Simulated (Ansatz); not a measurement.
# Sn9H10: the cost of one run

Method: DFT PBE, scalar-relativistic, plane waves, PAW, in Ansatz 0.2.0.

2 further runs of the same task are left out: 2 set aside as unsound or not needed.

### Step 1. The structure to begin with

The structure is cubic, space group Fd-3m (No. 227). The conventional cell has a = 6.655 Å, b = 6.655 Å, c = 6.655 Å, α = 90.00°, β = 90.00°, γ = 90.00°. Sn (site symmetry -43m) has 4 Sn at 2.88 Å in its first shell of neighbours.

As a file:

```xyz
2
Lattice="0.0000 3.3273 3.3273 3.3273 0.0000 3.3273 3.3273 3.3273 0.0000" Properties=species:S:1:pos:R:3 pbc="T T T"
Sn    0.0000    0.0000    0.0000
Sn    1.6637    1.6637    1.6637
```

It is the result of an earlier relaxation at this level (volume 36.84 Å³/atom; gap on the mesh: none (metal)).

### Step 2. The [110] wire, 9 host atoms a period with H caps

The wire is cut from the relaxed crystal, periodic along c with vacuum across. Atoms and period relax; energies count from the bulk, -6024.2124 eV an atom. Each H cap counts from half an H2 molecule (-15.872 eV in a separate run).

The cell holds 9 Sn, 10 H: a = 18.900 Å, b = 17.900 Å, c = 4.706 Å, α = 90.00°, β = 90.00°, γ = 90.00°.

### Step 3. Relaxation

Pressure and volume refer to the whole cell with its vacuum; only the period along c may change.

Input file input.yaml:

```yaml
crystal:
  lattice:
    - [18.9, 0.0, 0.0]
    - [0.0, 17.9, 0.0]
    - [0.0, 0.0, 4.705547792]
  atoms:
    - { symbol: Sn, position: [0.5622426957, 0.5, 0.0] }
    - { symbol: Sn, position: [0.686728087, 0.5929420322, 0.0] }
    - { symbol: Sn, position: [0.4377573043, 0.6858840644, 0.5] }
    - { symbol: Sn, position: [0.4377573043, 0.3141159356, 0.5] }
    - { symbol: Sn, position: [0.5622426957, 0.4070579678, 0.5] }
    - { symbol: Sn, position: [0.686728087, 0.6858840644, 0.5] }
    - { symbol: Sn, position: [0.313271913, 0.4070579678, 0.5] }
    - { symbol: Sn, position: [0.313271913, 0.5, 0.0] }
    - { symbol: Sn, position: [0.4377573043, 0.5929420322, 0.0] }
    - { symbol: H, position: [0.7610335959, 0.5374647996, 0.0] }
    - { symbol: H, position: [0.5120628133, 0.741361297, 0.5] }
    - { symbol: H, position: [0.3634517954, 0.741361297, 0.5] }
    - { symbol: H, position: [0.4377573043, 0.258638703, 0.7984507184] }
    - { symbol: H, position: [0.4377573043, 0.258638703, 0.2015492816] }
    - { symbol: H, position: [0.6365482046, 0.3515807352, 0.5] }
    - { symbol: H, position: [0.612422578, 0.741361297, 0.5] }
    - { symbol: H, position: [0.7610335959, 0.741361297, 0.5] }
    - { symbol: H, position: [0.2389664041, 0.3515807352, 0.5] }
    - { symbol: H, position: [0.2389664041, 0.5554772326, 0.0] }
basis:
  ecutwfc: 420
kpoints:
  mp_grid: { grid: [1, 1, 12] }
hamiltonian:
  xc: pbe
scf:
  occupations: { method: gaussian, width: 0.05 }
output:
  forces: true
  stress: true
  eigenvalues: true
  populations: true
  write_density: true
  write_potential: true
  elf: true
  volumetric_format: npy
relax:
  adjacent_minimum: "off"
  f_tol: 0.02
  max_steps: 45
  cell: { fix: [a, b, alpha, beta, gamma], stress_tol: 0.03 }
```

Started as:

```sh
ansatz run input.yaml --threads 4 --pin off --max-ram 11264MiB --backend cpu --events-out ev --progress --plain --runs-dir out
```

**Question.** How long does this run take on 4 threads of Intel Xeon Platinum 8375C at 2.90GHz (Ice Lake), shared host, and how much memory does it need?

About 5.1 min, with a peak of 3.1 GiB.
